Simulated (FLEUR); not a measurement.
# ZnO (zincite) (P6_3mc) in FLEUR: a series of runs, part 2 of 2

FLEUR MaX-R8.1 (later development tree). Earlier steps stand in the parts before.

**11. Band structure, r2SCAN**

Changes to inp.xml since step 9:

```diff
@@ -6,6 +6,9 @@
    <calculationSetup>
-      <cutoffs Kmax="5.16" Gmax="16.0" GmaxXC="16.0" numbands="0"/>
-      <scfLoop itmax="60" minDistance="0.00001" maxIterBroyd="15" imix="Anderson" alpha="0.05" precondParam="0.0" spinf="2.0" sdNocoIR="T"/>
-      <coreElectrons ctail="T" frcor="F" kcrel="0" coretail_lmax="0"/>
-      <xcFunctional name="PBEs" relativisticCorrections="F"/>
+      <cutoffs Kmax="5.0" Gmax="15.5" GmaxXC="15.5" numbands="0"/>
+      <scfLoop itmax="80" minDistance="0.0001" maxIterBroyd="30" imix="Anderson" alpha="0.05" precondParam="0.0" spinf="2.0" sdNocoIR="T"/>
+      <coreElectrons ctail="F" frcor="F" kcrel="0" coretail_lmax="0"/>
+      <xcFunctional name="LibXC" relativisticCorrections="F">
+         <LibXCName exchange="mgga_x_r2scan" correlation="mgga_c_r2scan"/>
+         <AuxGGA exchange="117" correlation="130"/>
+      </xcFunctional>
       <magnetism jspins="1"/>
@@ -24,3 +27,3 @@
       <xi:include xmlns:xi="http://www.w3.org/2001/XInclude" href="sym.xml"> </xi:include>
-      <bulkLattice scale="1.0196128224">
+      <bulkLattice scale="1.0">
          <bravaisMatrix>
@@ -34,3 +37,3 @@
       <species name="Zinc (Zn)" element="Zn" atomicNumber="30">
-         <mtSphere radius="1.9" gridPoints="649" logIncrement="0.019"/>
+         <mtSphere radius="1.96" gridPoints="649" logIncrement="0.019"/>
          <atomicCutoffs lmax="8" lnonsphr="8"/>
@@ -49,3 +52,3 @@
       <species name="Oxygen (O)" element="O" atomicNumber="8">
-         <mtSphere radius="1.45" gridPoints="497" logIncrement="0.021"/>
+         <mtSphere radius="1.5" gridPoints="497" logIncrement="0.021"/>
          <atomicCutoffs lmax="8" lnonsphr="8"/>
```

Contents of crystal.txt:

```
ZnO
&input cartesian=F /
3.2493080000  0.0000000000  0.0000000000
-1.6246540000  2.8139832727  0.0000000000
0.0000000000  0.0000000000  5.2057090000
1.8897261246
1.0 1.0 1.0

4
30 0.6666666666  0.3333333332  0.0000000000
30 0.3333333332  0.6666666666  0.5000000000
8 0.3333333332  0.6666666666  0.8790100000
8 0.6666666666  0.3333333332  0.3790100000

&kpt div1=9 div2=9 div3=5 gamma=T /
```

Changes to inp.xml (bands) since step 2:

```diff
@@ -7,5 +7,8 @@
       <cutoffs Kmax="5.0" Gmax="15.5" GmaxXC="15.5" numbands="0"/>
-      <scfLoop itmax="60" minDistance="0.00001" maxIterBroyd="15" imix="Anderson" alpha="0.05" precondParam="0.0" spinf="2.0" sdNocoIR="T"/>
-      <coreElectrons ctail="T" frcor="F" kcrel="0" coretail_lmax="0"/>
-      <xcFunctional name="PBEs" relativisticCorrections="F"/>
+      <scfLoop itmax="80" minDistance="0.0001" maxIterBroyd="30" imix="Anderson" alpha="0.05" precondParam="0.0" spinf="2.0" sdNocoIR="T"/>
+      <coreElectrons ctail="F" frcor="F" kcrel="0" coretail_lmax="0"/>
+      <xcFunctional name="LibXC" relativisticCorrections="F">
+         <LibXCName exchange="mgga_x_r2scan" correlation="mgga_c_r2scan"/>
+         <AuxGGA exchange="117" correlation="130"/>
+      </xcFunctional>
       <magnetism jspins="1"/>
```

Potentials or basis: all-electron, FLAPW.

The run is started by

```bash
$ inpgen -f crystal.txt -profile fastHighL
$ # inp.xml edited to the form shown
$ mpirun -n 4 fleur_MPI -pe_per_kpt 1
$ mpirun -n 4 fleur_MPI -pe_per_kpt 1   # second run, on inp.xml (bands)
```

The log of the run:

```text
Welcome to FLEUR        (www.flapw.de)
      MaX-Release 8.1          (www.max-centre.eu)

 func_ids         498         497         498         497
 MetaGGA potential functional detected - V_tau will be computed
 Auxiliary Potential for radial basis: exchange=         117  correlation=         130
 func_ids         498         497         498         497
 func_ids         498         497         498         497
 MetaGGA potential functional detected - V_tau will be computed
 Auxiliary Potential for radial basis: exchange=         117  correlation=         130
The functional 'Re-regularized SCAN exchange by Furness et al' is an exchange functional, it belongs to the 'MGGA' family and is defined in the reference(s):
[1] J. W. Furness, A. D. Kaplan, J. Ning, J. P. Perdew, and J. Sun.,  J. Phys. Chem. Lett. 11, 8208-8215 (2020)
[2] J. W. Furness, A. D. Kaplan, J. Ning, J. P. Perdew, and J. Sun.,  J. Phys. Chem. Lett. 11, 9248-9248 (2020)
[... 96 lines left out ...]
[1] B. Hammer, L. B. Hansen, and J. K. Nørskov.,  Phys. Rev. B 59, 7413 (1999)
The functional 'Perdew, Burke & Ernzerhof' is a correlation functional, it belongs to the 'GGA' family and is defined in the reference(s):
[1] J. P. Perdew, K. Burke, and M. Ernzerhof.,  Phys. Rev. Lett. 77, 3865 (1996)
[... 370 lines left out ...]
 Using same functional for VXC and EXC
The functional 'Hammer, Hansen, and Norskov' is an exchange functional, it belongs to the 'GGA' family and is defined in the reference(s):
[1] B. Hammer, L. B. Hansen, and J. K. Nørskov.,  Phys. Rev. B 59, 7413 (1999)
The functional 'Perdew, Burke & Ernzerhof' is a correlation functional, it belongs to the 'GGA' family and is defined in the reference(s):
[1] J. P. Perdew, K. Burke, and M. Ernzerhof.,  Phys. Rev. Lett. 77, 3865 (1996)
[2] J. P. Perdew, K. Burke, and M. Ernzerhof.,  Phys. Rev. Lett. 78, 1396 (1997)
 Using same functional for VXC and EXC
The functional 'Hammer, Hansen, and Norskov' is an exchange functional, it belongs to the 'GGA' family and is defined in the reference(s):
[1] B. Hammer, L. B. Hansen, and J. K. Nørskov.,  Phys. Rev. B 59, 7413 (1999)
The functional 'Perdew, Burke & Ernzerhof' is a correlation functional, it belongs to the 'GGA' family and is defined in the reference(s):
[1] J. P. Perdew, K. Burke, and M. Ernzerhof.,  Phys. Rev. Lett. 77, 3865 (1996)
[2] J. P. Perdew, K. Burke, and M. Ernzerhof.,  Phys. Rev. Lett. 78, 1396 (1997)
 Using same functional for VXC and EXC
 Iteration:    17   Distance:       0.00001325 me/bohr^3

 ********************************************************************
 Run finished successfully
 Stop message:
   all done
 ********************************************************************
```

out.xml (last iteration):

```text
<iteration numberForCurrentRun="   17" overallNumber="   17">
         <energyParameters units="Htr">
            <atomicEP atomType="1" spin="1" branch="4s" branchLowest="-4.33" branchHighest="2.25" value="0.0082148412"/>
            <atomicEP atomType="1" spin="1" branch="4p" branchLowest="-2.63" branchHighest="3.00" value="0.1586550632"/>
            <atomicEP atomType="1" spin="1" branch="3d" branchLowest="-9.99" branchHighest="0.16" value="0.0295797839"/>
            <atomicEP atomType="1" spin="1" branch="4f" branchLowest="-9.99" branchHighest="4.57" value="0.4847447130"/>
[... 117 lines left out ...]
            </atomTypeDependentContributions>
            <tkbTimesEntropy value="0.0000000000"/>
            <freeEnergy value="-3743.2409180280"/>
            <extrapolationTo0K value="-3743.2409180280"/>
         </totalEnergy>
         <densityConvergence units="me/bohr^3">
            <chargeDensity spin="1" distance="0.0000132531"/>
         </densityConvergence>
      </iteration>
```

Wall time 80 s (4 MPI ranks of Intel Xeon Platinum 8488C (Sapphire Rapids), shared host).

What came out:

```yaml
Free_energy: -101858.7744 eV
Band_gap_on_the_k_mesh: 1.25 eV, direct
Band_gap_along_the_path: 1.25 eV, direct
Valence_electrons_inside_the_program's_atomic_spheres: Zn 18.07; O 4.86 (radii Zn 1.96, O 1.5 bohr)
```

Levels at the corners of the path, in eV from the valence-band top:
```csv
point,band 23,band 24,band 25,band 26,band 27,band 28,band 29,band 30
Γ,-0.82,-0.10,0.00,0.00,1.25,5.86,8.87,13.70
M,-2.86,-2.31,-1.30,-0.84,6.42,7.36,8.13,9.28
K,-3.56,-1.95,-1.95,-1.72,8.15,8.42,8.42,8.65
Γ,-0.82,-0.10,0.00,0.00,1.25,5.86,8.87,13.70
A,-0.41,-0.41,-0.41,-0.41,3.94,3.94,10.87,10.87
L,-1.53,-1.53,-1.39,-1.39,6.28,6.28,9.15,9.15
H,-2.70,-2.70,-1.27,-1.27,8.51,8.51,8.75,8.75
A,-0.41,-0.41,-0.41,-0.41,3.94,3.94,10.87,10.87
L,-1.53,-1.53,-1.39,-1.39,6.28,6.28,9.15,9.15
M,-2.86,-2.31,-1.30,-0.84,6.42,7.36,8.13,9.28
K,-3.56,-1.95,-1.95,-1.72,8.15,8.42,8.42,8.65
H,-2.70,-2.70,-1.27,-1.27,8.51,8.51,8.75,8.75
```

Core levels (eV from the Fermi level):
```csv
atom,levels
1 Zn,"1s1/2 -9517.5, 2s1/2 -1151.2, 2p1/2 -1012.6, 2p3/2 -988.8"
2 Zn,"1s1/2 -9517.5, 2s1/2 -1151.2, 2p1/2 -1012.6, 2p3/2 -988.8"
3 O,1s1/2 -504.7
4 O,1s1/2 -504.7
```

Caveat: the meta-GGA is that of a development version, with a GGA for the radial functions and cores and without core tails.

**12. Summary**

| task | level | gmax | muffin-tin radii | max iterations | mixing factor | mixer | kmax | gap on the mesh (eV) |
| --- | --- | --- | --- | --- | --- | --- | --- | --- |
| band structure | PBEsol | 15.5 1/bohr | Zn 1.96, O 1.5 bohr | 60 | 0.05 | Anderson | 5 1/bohr | 0.72 |
| equation of state | PBEsol | 16 1/bohr | Zn 1.9, O 1.45 bohr | - | - | - | 5.16 1/bohr | - |
| band structure | r2SCAN | 15.5 1/bohr | Zn 1.96, O 1.5 bohr | 80 | 0.05 | Anderson | 5 1/bohr | 1.25 |

Alike in all rows: potentials or basis all-electron, FLAPW; no spin polarisation; cell as given; k mesh 9 × 9 × 5; smearing fermi-dirac 0.05 eV.

Caveats: the meta-GGA is that of a development version, with a GGA for the radial functions and cores and without core tails (some runs).

Compare energies only between runs with the same functional and basis.

**13. How close it comes**

Step 2. Against the measured gap of ZnO, 3.37 eV (quoted in “Electronic structure of alkaline earth and post-transition metal oxides”, 2009, arxiv:0908.1581), the calculated 0.72 eV is off by -2.65 eV. So large a miss can be the level of theory's own, or it may mean another phase, state or a wrong row. The value is that of PBEsol, without temperature or zero-point motion. Semilocal functionals fall short of measured gaps as a rule.

Step 11. Measured gap of ZnO: 3.37 eV (quoted in “Electronic structure of alkaline earth and post-transition metal oxides”, 2009, arxiv:0908.1581). This calculation gives 1.25 eV (-2.12 eV). So large a miss can be the level of theory's own, or it may mean another phase, state or a wrong row. The value is that of r2SCAN, without temperature or zero-point motion.
